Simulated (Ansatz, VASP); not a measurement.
Two plane-wave programs on C

```
CELL_PARAMETERS angstrom
1.19733 0.69128 3.26334
-1.19733 0.69128 3.26334
0.00000 -1.38255 3.26334
ATOMIC_POSITIONS crystal
C 0.16400 0.16400 0.16400
C 0.83600 0.83600 0.83600
```

Change from the starting cell: strain -0.025 along x and y, -0.025 along z, atoms carried along.

Alike in both runs: task single point; functional LDA; k mesh 12 × 12 × 12; occupations gaussian, width 0.05 eV; no spin polarisation.

|  | VASP | Ansatz |
| --- | --- | --- |
| version | VASP 6.6.1 | Ansatz 0.2.0 |
| potentials or method | VASP PAW LDA potentials, release 64 (C) | scalar-relativistic, plane waves, PAW |
| plane-wave cutoff (eV) | 520 | 420 |
| valence electrons in the cell | 8 | 8 |

Ansatz gave:

| Item | Value |
| --- | --- |
| gap on the k mesh at the Fermi level (eV) | 0.86 |
| least direct gap on the mesh (eV) | 0.86 |
| pressure (GPa) | 20.0 |
| largest component of the traceless stress (GPa) | 20.31 |
| rms of the force components (eV/Å) | 0.490 |

Problem. Estimate VASP's values.

Solution. gap on the k mesh at the Fermi level (eV): 0.86; least direct gap on the mesh (eV): 0.86; pressure (GPa): 20.8; largest component of the traceless stress (GPa): 21.28; rms of the force components (eV/Å): 0.486.

Atom by atom the forces differ by 0.003 eV/Å (rms over components).

Caveats: so large a pressure means that the cell lies far from this level's equilibrium, or that cutoff or potentials fall short (VASP).
